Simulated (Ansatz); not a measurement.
# Ge: band structure with LDA

**What was measured.**

From “Electronic and optical properties of SixGe1-x-ySny alloys lattice-matched to Ge”, 2021, arxiv:2109.02782, for a bulk crystal of Ge at 300 K: band gap 0.807 eV (direct).

Ge:

```
Ge
1.0
     0.00000    2.82891    2.82891
     2.82891    0.00000    2.82891
     2.82891    2.82891    0.00000
Ge
2
Direct
  0.75000 0.75000 0.75000
  0.50000 0.50000 0.50000
```

```
Program             : Ansatz 0.2.0
Task                : band structure
Functional          : LDA
Potentials or basis : all-electron LAPW, scalar-relativistic
Cutoff              : 317 eV (chosen from the basis error)
Basis error allowed : 0.001 eV/atom
k mesh              : 8 × 8 × 8
Occupations         : fermi-dirac, width 0.05 eV
Spin                : no spin polarisation
```

```json
{
  "Pressure": "-1.3 GPa",
  "Band gap along the path": "none (metal or under the smearing width)"
}
```

Levels at the corners of the path, in eV from the Fermi level:
| point | band 20 | band 21 | band 22 | band 23 | band 24 | band 25 |
| --- | --- | --- | --- | --- | --- | --- |
| Γ | -0.17 | 0.03 | 0.03 | 0.03 | 2.55 | 2.55 |
| X | -8.92 | -3.05 | -3.05 | 0.69 | 0.69 | 9.42 |
| W | -8.82 | -3.89 | -3.89 | 4.26 | 4.26 | 4.67 |
| K | -8.33 | -4.32 | -2.61 | 1.10 | 4.03 | 7.12 |
| Γ | -0.17 | 0.03 | 0.03 | 0.03 | 2.55 | 2.55 |
| L | -7.62 | -1.38 | -1.38 | 0.07 | 3.74 | 3.74 |
| U | -8.33 | -4.32 | -2.61 | 1.10 | 4.03 | 7.12 |
| W | -8.82 | -3.89 | -3.89 | 4.26 | 4.26 | 4.67 |

It took 14 s on 1 thread of Intel(R) Xeon(R) Processor @ 2.70GHz, on a shared host, peak memory 0.31 GiB.

Against the measured gap of Ge, 0.807 eV (direct; 300 K; “Electronic and optical properties of SixGe1-x-ySny alloys lattice-matched to Ge”, 2021, arxiv:2109.02782), the calculated 0.00 eV is off by -0.81 eV. 3 values of this kind are on record (0.666 to 0.807 eV); this one was drawn at random among those near their median. Spin-orbit coupling on Ge is left out. The value is that of LDA, without temperature or zero-point motion. Semilocal functionals fall short of measured gaps as a rule.

Caveat: this crystal is a semiconductor, whose small gap the functional closes, so the metal is an error of the method.
